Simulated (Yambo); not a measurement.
## Si in Yambo: convergence with bands in self energy

The system is Si.

```
Si
1.0
     0.00000    2.72185    2.72185
     2.72185    0.00000    2.72185
     2.72185    2.72185    0.00000
Si
2
Direct
  0.50000 0.50000 0.50000
  0.75000 0.75000 0.75000
```

```yaml
Program: Yambo 5.3.0
Task: G0W0 quasiparticle levels
Functional: PBEsol
Potentials_or_basis: PseudoDojo 0.4.1 SR PBEsol standard
Cutoff: 490 eV
Density_cutoff: 1959 eV
k_mesh: 6 × 6 × 6
Occupations: fixed
Spin: no spin polarisation
k_mesh_of_the_self-consistent_run: 8 × 8 × 8
Random_integration_of_the_Coulomb_term: yes
Direction_of_the_field_or_of_q_to_0: x + y + z
Broadening: 0.1 eV
States_corrected: Γ and the k points of the band edges
Frequency_dependence_of_W: plasmon pole
Terminator_of_the_band_sum_in_the_self-energy: none
Quasiparticle_equation: linearised (Newton)
Imaginary_frequency_of_the_plasmon-pole_fit: 27.2114 eV
Bands_in_the_response: 154
Bands_in_the_self-energy: 24
Cutoff_of_the_response_matrix: 8 Ry
Cutoff_of_exchange_and_Vxc: 36 Ry
Bands_corrected_first_last: "[4, 6]"
```

These are the settings of the first run; the series varies bands in self energy, with any setting tied to it.

Question: The values tried are 24, 44, 84, 154, loosest first. From which on does the quasiparticle gap at the points computed stay within 0.05 eV of the tightest run that finished?

Answer: From 84 on.

| bands in self energy | quasiparticle gap at the points computed (eV) |
| --- | --- |
| 24 | 1.085 |
| 44 | 1.140 |
| 84 | 1.187 |
| 154 | 1.204 |

The tightest run that finished is the yardstick and may itself not be fully converged.

Caveat, for the tightest run too: this k mesh misses the band edges, so its gaps are larger than the crystal's; this version prints the column dSc/dw multiplied by 27.2; the quasiparticle gap listed is the Kohn-Sham gap on the denser mesh of the self-consistent run plus the correction found on the GW mesh, so it differs from the gap in the log.
